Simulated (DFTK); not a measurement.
# In (I4/mmm) in DFTK: further runs

One crystal, In, is run at these levels: PBE; tasks: single point, equation of state.

Everything below comes from runs of DFTK 0.8.2. Logs are shortened: lines on timing, memory, paths and dates and some standing lists are left out, and cuts for length are marked.

## 1. Starting point

Symmetry: I4/mmm, No. 139, tetragonal system. The conventional cell has a = 3.251 Å, b = 3.251 Å, c = 4.947 Å, α = 90.00°, β = 90.00°, γ = 90.00°. In (site symmetry 4/mmm) has 12 In at 3.25 to 3.38 Å as nearest neighbours.

## 2. Single point, PBE, 24.57 Å³/atom (volume scaled by 0.94)

Contents of run.jl:

```julia
using DFTK
using PseudoPotentialData
using Unitful, UnitfulAtomic
using LinearAlgebra, Printf
include("save.jl")
disable_threading()

# lattice vectors are the columns
lattice = austrip(1u"Å") * [      -1.62547        1.62547        1.62547;
                  1.62547       -1.62547        1.62547;
                   2.4737         2.4737        -2.4737]
symbols   = [:In]
positions = [[0.0, 0.0, 0.0]]
pseudopotentials = PseudoFamily("dojo.nc.sr.pbe.v0_5.standard.upf")
elements = Dict(s => ElementPsp(s, pseudopotentials) for s in unique(symbols))
atoms    = [elements[s] for s in symbols]

build_model(lattice, positions; symmetries=true) =
    model_DFT(lattice, atoms, positions;
              functionals=PBE(),
              temperature=austrip(0.05u"eV"),
              smearing=Smearing.FermiDirac(),
              symmetries)
Ecut  = 35.0  # hartree
kgrid = [6, 6, 6]
tol   = 1e-6
to_GPa = ustrip(uconvert(u"GPa", 1u"hartree/bohr^3"))

results["points"] = []
for scale in [0.94, 0.96, 0.98, 1.0, 1.02, 1.04, 1.06]
    println("\n=== scale = ", scale)
    model = build_model(cbrt(scale) * lattice, positions)
    basis = PlaneWaveBasis(model; Ecut, kgrid)
    t0 = time()
    scfres = self_consistent_field(basis;
                                   tol,
                                   nbandsalg=AdaptiveBands(model; n_bands_converge=11))
    seconds = time() - t0
    @printf "SCF: %d iterations, %.1f s\n" scfres.n_iter seconds
    forces = compute_forces_cart(scfres)
    stress = compute_stresses_cart(scfres)
    @printf "V = %.5f Å^3  F = %.8f Ha  max force = %.5f eV/Å  p = %.4f GPa\n" ustrip(auconvert(u"Å^3", model.unit_cell_volume)) scfres.energies.total ustrip(auconvert(u"eV/Å", maximum(norm, forces))) (-tr(stress) / 3 * to_GPa)
    push!(results["points"], save_scf!(scfres; forces, stress, d=Dict{String,Any}("seconds" => seconds, "n_matvec" => get(scfres, :n_matvec, 0))))
end

# third-order Birch-Murnaghan fit in x = V^(-2/3)
V = [0.94, 0.96, 0.98, 1.0, 1.02, 1.04, 1.06] * abs(det(lattice))
E = [p["total"] for p in results["points"]]
x = V .^ (-2 / 3)
c = [x .^ 0 x x .^ 2 x .^ 3] \ E
Δ = c[3]^2 - 3c[2] * c[4]
if Δ > 0
    x0 = (-c[3] + sqrt(Δ)) / 3c[4]
    B0 = 4 / 9 * x0^(7 / 2) * (2c[3] + 6c[4] * x0)
    @printf "V0 = %.4f Å^3  B0 = %.2f GPa\n" ustrip(auconvert(u"Å^3", x0^(-3 / 2))) B0 * to_GPa
end
```

Potentials or basis: dojo.nc.sr.pbe.v0_5.standard.upf (PBE).

Launch:

```sh
$ julia --threads=1 run.jl  # one pass of the loop, scale = 0.94; save.jl only writes the numbers to a file and isn't shown; printed stress counts tension as positive; times include loading and compiling
```

What it wrote:

```text
=== scale = 0.94
n     Energy            log10(ΔE)   log10(Δρ)   Diag   Δtime
---   ---------------   ---------   ---------   ----   ------
  1   -66.44721191918                   -1.19    6.8    5.05s
  2   -66.45196355816       -2.32       -1.66    1.0    2.13s
  3   -66.45212800224       -3.78       -1.96    2.4    3.01s
  4   -66.45213825862       -4.99       -2.48    1.9    2.00s
  5   -66.45214231643       -5.39       -2.76    2.3    2.73s
  6   -66.45214366928       -5.87       -3.13    1.9    2.89s
  7   -66.45214388566       -6.66       -3.66    1.1    1.56s
  8   -66.45214392009       -7.46       -4.30    2.3    3.18s
  9   -66.45214392110       -8.99       -4.69    2.3    2.09s
 10   -66.45214392139       -9.54       -5.12    2.1    3.05s
[... 60 further cycles ...]
  2   -66.45312773736       -2.38       -1.67    1.0    2.85s
  3   -66.45328930768       -3.79       -1.97    2.4    3.50s
  4   -66.45330450201       -4.82       -2.47    1.6    2.35s
  5   -66.45330843211       -5.41       -2.71    1.8    3.14s
  6   -66.45331007687       -5.78       -3.09    1.9    2.65s
  7   -66.45331033774       -6.58       -3.51    1.1    2.76s
  8   -66.45331039707       -7.23       -4.15    2.3    3.60s
  9   -66.45331039937       -8.64       -4.64    2.0    2.54s
 10   -66.45331039966       -9.53       -4.85    2.3    3.57s
 11   -66.45331039976      -10.02       -6.41    1.1    2.85s
SCF: 11 iterations, 36.0 s
V = 27.71219 Å^3  F = -66.45331040 Ha  max force = 0.00000 eV/Å  p = -0.7318 GPa
V0 = 27.1425 Å^3  B0 = 36.27 GPa
```

Run time: 33 s. Hardware: 1 thread of Intel Xeon Platinum 8259CL at 2.50GHz (Skylake/Cascade Lake), shared host.

Results:

```
Free energy            : -1808.2550 eV
Pressure               : 4.5 GPa
Band gap on the k mesh : none (metal or under the smearing width)
```

Caveat: the k mesh is coarse (spacing up to 0.47 Å⁻¹), so the values aren't converged.

## 3. Single point, PBE, 25.10 Å³/atom (volume scaled by 0.96)

run.jl is that of step 2.

Potentials or basis: dojo.nc.sr.pbe.v0_5.standard.upf (PBE).

Launch:

```sh
$ julia --threads=1 run.jl  # one pass of the loop, scale = 0.96; save.jl only writes the numbers to a file and isn't shown; printed stress counts tension as positive; times include loading and compiling
```

Wall time 30 s (1 thread of Intel Xeon Platinum 8259CL at 2.50GHz (Skylake/Cascade Lake), shared host).

It converged, with:

- Free energy: -1808.2679 eV
- Pressure: 3.4 GPa
- Band gap on the k mesh: none (metal or under the smearing width)

Caveat: the k mesh is coarse (spacing up to 0.46 Å⁻¹), so the values aren't converged.

## 4. Single point, PBE, 25.62 Å³/atom (volume scaled by 0.98)

run.jl is that of step 3.

Launch:

```sh
$ julia --threads=1 run.jl  # one pass of the loop, scale = 0.98; save.jl only writes the numbers to a file and isn't shown; printed stress counts tension as positive; times include loading and compiling
```

Wall time 32 s (1 thread of Intel Xeon Platinum 8259CL at 2.50GHz (Skylake/Cascade Lake), shared host).

Results (log left out):

```yaml
Free_energy: -1808.2773 eV
Pressure: 2.4 GPa
Band_gap_on_the_k_mesh: none (metal or under the smearing width)
```

Caveat: the k mesh is coarse (spacing up to 0.46 Å⁻¹), so the values aren't converged.

## 5. Single point, PBE, 26.14 Å³/atom

run.jl is that of step 4.

Launch:

```sh
$ julia --threads=1 run.jl  # one pass of the loop, scale = 1.0; save.jl only writes the numbers to a file and isn't shown; printed stress counts tension as positive; times include loading and compiling
```

Wall time 29 s (1 thread of Intel Xeon Platinum 8259CL at 2.50GHz (Skylake/Cascade Lake), shared host).

Results (log left out):

```yaml
Free_energy: -1808.2835 eV
Pressure: 1.5 GPa
Band_gap_on_the_k_mesh: none (metal or under the smearing width)
```

Caveat: the k mesh is coarse (spacing up to 0.46 Å⁻¹), so the values aren't converged.

## 6. Single point, PBE, 26.67 Å³/atom (volume scaled by 1.02)

run.jl is that of step 5.

Potentials or basis: dojo.nc.sr.pbe.v0_5.standard.upf (PBE).

Launch:

```sh
$ julia --threads=1 run.jl  # one pass of the loop, scale = 1.02; save.jl only writes the numbers to a file and isn't shown; printed stress counts tension as positive; times include loading and compiling
```

Wall time 37 s (1 thread of Intel Xeon Platinum 8259CL at 2.50GHz (Skylake/Cascade Lake), shared host).

It converged, with:

| Item | Value |
| --- | --- |
| Free energy | -1808.2870 eV |
| Pressure | 0.7 GPa |
| Band gap on the k mesh | none (metal or under the smearing width) |

Caveat: the k mesh is coarse (spacing up to 0.45 Å⁻¹), so the values aren't converged.

## 7. Single point, PBE, 27.19 Å³/atom (volume scaled by 1.04)

run.jl is that of step 6.

Launch:

```sh
$ julia --threads=1 run.jl  # one pass of the loop, scale = 1.04; save.jl only writes the numbers to a file and isn't shown; printed stress counts tension as positive; times include loading and compiling
```

Run time: 39 s. Hardware: 1 thread of Intel Xeon Platinum 8259CL at 2.50GHz (Skylake/Cascade Lake), shared host.

The run converged. Its results:

```yaml
Free_energy: -1808.2880 eV
Pressure: -0.1 GPa
Band_gap_on_the_k_mesh: none (metal or under the smearing width)
```

Caveat: the k mesh is coarse (spacing up to 0.45 Å⁻¹), so the values aren't converged.

## 8. Single point, PBE, 27.71 Å³/atom (volume scaled by 1.06)

run.jl is that of step 7.

Launch:

```sh
$ julia --threads=1 run.jl  # one pass of the loop, scale = 1.06; save.jl only writes the numbers to a file and isn't shown; printed stress counts tension as positive; times include loading and compiling
```

Wall time 36 s (1 thread of Intel Xeon Platinum 8259CL at 2.50GHz (Skylake/Cascade Lake), shared host).

The run converged. Its results:

```yaml
Free_energy: -1808.2867 eV
Pressure: -0.7 GPa
Band_gap_on_the_k_mesh: none (metal or under the smearing width)
```

Caveat: the k mesh is coarse (spacing up to 0.45 Å⁻¹), so the values aren't converged.

## 9. Equation of state, PBE

run.jl: that of step 8 with these lines changed.

```diff
@@ -13,3 +13,3 @@
 positions = [[0.0, 0.0, 0.0]]
-pseudopotentials = PseudoFamily("dojo.nc.sr.pbe.v0_5.standard.upf")
+pseudopotentials = PseudoFamily("dojo.nc.sr.pbe.v0_5.stringent.upf")
 elements = Dict(s => ElementPsp(s, pseudopotentials) for s in unique(symbols))
@@ -23,3 +23,3 @@
               symmetries)
-Ecut  = 35.0  # hartree
+Ecut  = 41.0  # hartree
 kgrid = [6, 6, 6]
@@ -36,3 +36,3 @@
                                    tol,
-                                   nbandsalg=AdaptiveBands(model; n_bands_converge=11))
+                                   nbandsalg=AdaptiveBands(model; n_bands_converge=15))
     seconds = time() - t0
```

Potentials or basis: dojo.nc.sr.pbe.v0_5.stringent.upf (PBE).

Launch:

```sh
$ julia --threads=1 run.jl  # save.jl only writes the numbers to a file and isn't shown; printed stress counts tension as positive; times include loading and compiling
```

What it wrote:

```text
=== scale = 0.94
n     Energy            log10(ΔE)   log10(Δρ)   Diag   Δtime
---   ---------------   ---------   ---------   ----   ------
  1   -199.4360208444                   -1.08    6.4    7.65s
  2   -199.4443018980       -2.08       -1.61    1.1    2.97s
  3   -199.4444480275       -3.84       -1.95    2.0    3.83s
  4   -199.4444623651       -4.84       -2.68    1.5    3.63s
  5   -199.4444648739       -5.60       -3.01    2.6    4.20s
  6   -199.4444651335       -6.59       -3.77    1.6    3.84s
  7   -199.4444651417       -8.09       -4.02    2.2    4.02s
  8   -199.4444651450       -8.49       -4.53    1.4    3.59s
  9   -199.4444651453       -9.46       -5.51    1.5    3.56s
 10   -199.4444651453      -11.05       -5.59    3.2    3.74s
[... 57 further cycles ...]
  2   -199.4455234578       -2.12       -1.62    1.1    2.58s
  3   -199.4456778676       -3.81       -1.95    2.1    3.81s
  4   -199.4456923867       -4.84       -2.63    1.5    3.62s
  5   -199.4456953912       -5.52       -2.96    2.4    4.07s
  6   -199.4456958431       -6.34       -3.62    1.9    3.99s
  7   -199.4456958630       -7.70       -3.96    1.7    3.62s
  8   -199.4456958689       -8.23       -4.47    1.8    3.97s
  9   -199.4456958694       -9.26       -5.08    1.7    2.95s
 10   -199.4456958694      -10.57       -5.57    1.9    3.54s
 11   -199.4456958694      -11.23       -6.15    2.0    4.11s
SCF: 11 iterations, 44.3 s
V = 27.71219 Å^3  F = -199.44569587 Ha  max force = 0.00000 eV/Å  p = -0.6977 GPa
V0 = 27.2034 Å^3  B0 = 36.11 GPa
```

Run time: 9.5 min. Hardware: 1 thread of Intel Xeon Platinum 8259CL at 2.50GHz (Skylake/Cascade Lake), shared host; peak memory 1.6 GiB.

What came out:

```
Equilibrium volume                        : 27.20 Å³/atom
Bulk modulus at fixed shape and positions : 36 GPa
Pressure derivative of the bulk modulus   : 4.5
```

Energy against volume, from the lowest point:
```
volume (Å³/atom)  energy (meV/atom)
          24.575              34.53
          25.098              21.31
          25.621              11.59
          26.144               5.02
          26.666               1.24
          27.189               0.00
          27.712               1.04
```

Caveat: the k mesh is coarse (spacing up to 0.46 Å⁻¹), so the values aren't converged; the cell was scaled at fixed shape and fractional positions, which overstates the stiffness of a crystal with free parameters, most of all of layers and chains.
